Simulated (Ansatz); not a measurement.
# TaN: energy along a strain

TaN, Fm-3m, a = 4.358 Å (as given, not relaxed at this level: 14.6 GPa). This isn't the usual stable structure of the compound. Ansatz: PBE, PAW, 420 eV, Γ-centred 18×18×18 mesh on 2 atoms, Gaussian smearing 0.15 eV; no spin polarisation. Cell vectors (Å): 0.000 2.179 2.179; 2.179 0.000 2.179; 2.179 2.179 0.000. The cell is strained by x per cent times the pattern (1 1 0 0 0 0) in the order xx yy zz yz xz xy (engineering shears), with fractional coordinates held. y is the free energy over the start, V0 = 10.346 Å³/atom.

```
x (%) y (meV/atom)
-4.00             ?
-3.00        121.64
-2.00         65.54
-1.00         25.53
 0.00          0.00
 1.00        -12.58
 2.00        -13.62
 3.00         -4.32
 3.50          3.86
 4.00         14.18
```

Question: Fit y = c1 x + c2 x² + c3 x³ to the other rows, get the stiffness along the pattern, and predict the missing energy.

Answer: Least squares on the rows shown. y = −18.906 x + 6.5184 x² − 0.22805 x³. The clamped-ion stiffness p·C·p = 2 × 65.18 eV × 160.2 / 10.346 Å³ = 2019 GPa (second derivative at the start, which stands under stress). At x = -4.00 the fit asked for gives 194.51 meV/atom. The run gave 195.46 meV/atom, so the fit is 0.95 meV/atom too low, 0.45 % of the span of the series, against an rms of 0.10 meV/atom on the fitted rows. The row lies outside the fitted range. With a term in x⁴ added, a fit to the same known rows predicts 195.63 meV/atom, so most of the miss is curvature that the known rows already hold.

Spin–orbit coupling is left out, which can shift energies with elements as heavy as these.